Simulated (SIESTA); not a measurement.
# CdGeAs2: band structure with PBE

**Measured values to compare with.**

A printed reference work, data compilation, original work of 1975 reports, for a bulk crystal of CdGeAs2 at 300 K: band gap 0.57 eV (direct).

Crystal: CdGeAs2.

```
Cd As Ge
1.0
    -2.98887    2.98887    5.66430
     2.98887   -2.98887    5.66430
     2.98887    2.98887   -5.66430
Cd As Ge
2 4 2
Direct
  0.50000 0.50000 0.00000
  0.25000 0.75000 0.50000
  0.09622 0.12500 0.47122
  0.37500 0.90378 0.02878
  0.65378 0.62500 0.52878
  0.87500 0.34622 0.97122
  0.75000 0.25000 0.50000
  0.00000 0.00000 0.00000
```

The cell is a database's computed one.

| Property | Result |
| --- | --- |
| Program | SIESTA 5.4.2 |
| Task | band structure |
| Functional | PBE |
| Potentials or basis | PseudoDojo 0.4 standard (PBE files) |
| Basis | DZP (energy shift 0.003 Ry; two zetas on semicore shells) |
| Grid cutoff | 800 Ry |
| Energy shift | 0.003 Ry |
| k mesh | 6 × 6 × 6 |
| Occupations | fermi-dirac, width 0.05 eV |
| Spin | no spin polarisation |

```
Pressure                : 2.9 GPa
Largest force           : 0.389 eV/Å
Band gap on the k mesh  : 0.20 eV, indirect (least direct gap 0.22 eV)
Band gap along the path : 0.04 eV, indirect (least direct gap 0.22 eV)
```

Forces on the atoms (eV/Å):
```
Cd   0.000  0.000  0.000
Cd   0.000  0.000  0.000
As   0.000  0.389  0.000
As  -0.388  0.000  0.000
As   0.000 -0.388  0.000
As   0.389  0.000  0.000
Ge   0.000  0.000  0.000
Ge   0.000  0.000  0.000
```

Levels at the corners of the path, in eV from the valence-band top:
```
point  band 62  band 63  band 64  band 65  band 66  band 67
    Γ    -0.23    -0.18    -0.18     0.04     1.41     1.87
    X    -1.14    -0.64    -0.64     0.66     0.66     2.47
    Y    -1.24    -0.95    -0.95     1.06     1.06     2.94
    S    -1.80    -1.07    -0.54     1.44     1.94     2.12
    Γ    -0.23    -0.18    -0.18     0.04     1.41     1.87
    Z    -1.94    -1.04    -1.04     1.44     1.44     1.71
   S1    -1.80    -1.07    -0.54     1.44     1.94     2.12
    N    -1.57    -1.30    -0.71     1.73     2.01     2.68
    P    -1.07    -1.02    -1.02     1.36     1.36     2.05
   Y1    -1.24    -0.95    -0.95     1.06     1.06     2.94
    Z    -1.94    -1.04    -1.04     1.44     1.44     1.71
    X    -1.14    -0.64    -0.64     0.66     0.66     2.47
    P    -1.07    -1.02    -1.02     1.36     1.36     2.05
```

It took 3.1 min on 1 thread of Intel(R) Xeon(R) Platinum 8488C (Sapphire Rapids) (shared host), peak memory 0.77 GiB.

Against the measured direct gap of CdGeAs2, 0.57 eV (direct; 300 K; a printed reference work, data compilation, original work of 1975), the calculated 0.22 eV is off by -0.35 eV. Spin-orbit coupling on As, Cd, Ge is left out. The value is that of PBE in an atomic basis (PseudoDojo 0.4 standard (PBE files), DZP (energy shift 0.003 Ry; two zetas on semicore shells)), whose error adds to the functional's,, without temperature or zero-point motion. Semilocal functionals fall short of measured gaps as a rule. The cell is a database's relaxed one, not the measured one, which moves gaps too.

Caveat: the mesh misses the band edges, which the band path finds closer together; the basis of atomic orbitals isn't converged, which shifts pressures, moduli and gaps.
